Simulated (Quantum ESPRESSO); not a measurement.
Moving spin-orbit coupling in SnSe2

The structure is trigonal, space group P-3m1 (No. 164). Conventional cell: a = 3.811 Å, b = 3.811 Å, c = 6.136 Å, α = 90.00°, β = 90.00°, γ = 120.00°. Around Sn (site symmetry -3m) lie 6 Se at 2.68 Å. Se (site symmetry 3m) is surrounded by 3 Sn at 2.68 Å.

Kept alike: task band structure; functional PBEsol; k mesh 8 × 8 × 5; occupations fermi-dirac, width 0.05 eV. Program: Quantum ESPRESSO, potentials by row: PseudoDojo 0.4.1 SR PBEsol standard (off); PseudoDojo 0.4 FR PBEsol standard (on), cutoff 1170 eV. The mesh is that of the run's cell of 3 atoms.

| spin-orbit coupling | band gap (eV) |
| --- | --- |
| off | 0.655 |
| on | 0.637 |

Gaps are the smaller of the mesh's and the band path's.

Task: What does spin-orbit coupling change here?

Result: The band gap runs from 0.637 (on) to 0.655 eV (off). Spin-orbit coupling splits p and d bands at the edges, and the more so the heavier the atoms.
